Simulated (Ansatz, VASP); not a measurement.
# Two plane-wave programs on SiO2

```xyz
6
Lattice="5.0289 0.0000 0.0000 0.5459 4.9992 0.0000 -2.7874 -2.4996 3.3574" Properties=species:S:1:pos:R:3 pbc="T T T"
Si    0.0000    0.0000    0.0000
Si    2.5144    0.0000    1.6787
O     2.9275    0.9414    2.9323
O     0.9807    0.3084    1.2536
O     3.4951    0.3084    0.4251
O     2.6545   -1.5582    2.1038
```

Alike in both runs: task single point; functional r2SCAN; k mesh 6 × 6 × 6; no spin polarisation.

|  | VASP | Ansatz |
| --- | --- | --- |
| version | VASP 6.6.1 | Ansatz 0.2.0 |
| potentials or method | VASP PAW PBE potentials, release 64 (Si, O) | plane waves, PAW |
| plane-wave cutoff (eV) | 520 | 550 |
| occupations | gaussian, width 0.01 eV | fixed |
| valence electrons in the cell | 32 | 32 |

|  | VASP | Ansatz | Ansatz less VASP |
| --- | --- | --- | --- |
| pressure (GPa) | -1.1 | -1.3 | -0.23 |
| largest component of the traceless stress (GPa) | 0.97 | 1.02 | +0.044 |
| rms of the force components (eV/Å) | 0.088 | 0.091 | +0.0029 |

Atom by atom the forces differ by 0.003 eV/Å (rms over components).

Caveats: the PAW data sets were made with another functional, which shifts forces and pressure a little (VASP). r2SCAN opens gaps a little over a GGA but as a rule still falls short of measured ones. A k mesh can miss the band edges.
